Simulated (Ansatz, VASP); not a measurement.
**Al in VASP and in Ansatz**

```
Al
1.0
     0.00000    1.91274    1.91274
     1.91274    0.00000    1.91274
     1.91274    1.91274    0.00000
Al
1
Direct
  0.00000 0.00000 0.00000
```

Alike in both runs: task single point; functional r2SCAN; k mesh 18 × 18 × 18; occupations gaussian, width 0.1 eV; no spin polarisation.

```csv
,VASP,Ansatz
version,VASP 6.6.1,Ansatz 0.2.0
potentials or method,"VASP PAW PBE potentials, release 64 (Al)","scalar-relativistic, plane waves, PAW"
plane-wave cutoff (eV),520,500
valence electrons in the cell,3,3
```

|  | VASP | Ansatz | Ansatz less VASP |
| --- | --- | --- | --- |
| gap on the k mesh at the Fermi level (eV) | none | none | - |
| pressure (GPa) | 15.2 | 15.7 | +0.47 |

A gap of «none» marks a metal or a gap that the smearing closes.

Caveats: so large a pressure means that the cell lies far from this level's equilibrium, or that cutoff or potentials fall short (VASP); the potentials were made for another functional, which shifts forces and pressure (VASP).
